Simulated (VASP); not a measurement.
A run of VASP 6.6.1:

The input POSCAR:

```
BeSe
1.0
    0.0000000000      2.6096848690      2.6096848690
    2.6096848690      0.0000000000      2.6096848690
    2.6096848690      2.6096848690      0.0000000000
Be Se
1 1
Direct
    0.0000000000      0.0000000000      0.0000000000
    0.2500000000      0.2500000000      0.2500000000
```

The input INCAR.step1:

```
ALGO = Normal
EDIFF = 1E-4
ENCUT = 520
GGA = PE
ISMEAR = 0
LASPH = T
LCHARG = F
LREAL = F
LWAVE = T
NBANDS = 11
NELM = 100
PREC = Accurate
SIGMA = 0.01
```

Contents of INCAR.step2:

```
ALGO = Normal
EDIFF = 1E-7
ENCUT = 520
ISIF = 2
ISMEAR = 0
ISTART = 1
LASPH = T
LCHARG = F
LMIXTAU = T
LREAL = F
LWAVE = F
METAGGA = R2SCAN
NBANDS = 11
NELM = 100
PREC = Accurate
SIGMA = 0.01
```

Contents of KPOINTS:

```
k-points
0
Gamma
  8 8 8
```

Potentials or basis: VASP PAW PBE potentials, release 64 (Be, Se).

Launch:

```bash
$ cat potpaw_PBE.64/Be/POTCAR potpaw_PBE.64/Se/POTCAR > POTCAR
$ cp INCAR.step1 INCAR
$ mpirun -np 1 vasp_std > vasp.out
$ cp INCAR.step2 INCAR
$ mpirun -np 1 vasp_std > vasp.out
```

Hardware: 1 thread of Intel(R) Xeon(R) 6975P-C (Granite Rapids) (shared host).

**Question.** How long does it take, and how much memory?

**Answer.** Wall time 29 s on 1 thread of Intel(R) Xeon(R) 6975P-C (Granite Rapids), on a shared host, peak memory 0.17 GiB. Counts: scf iterations 14, k points 29.
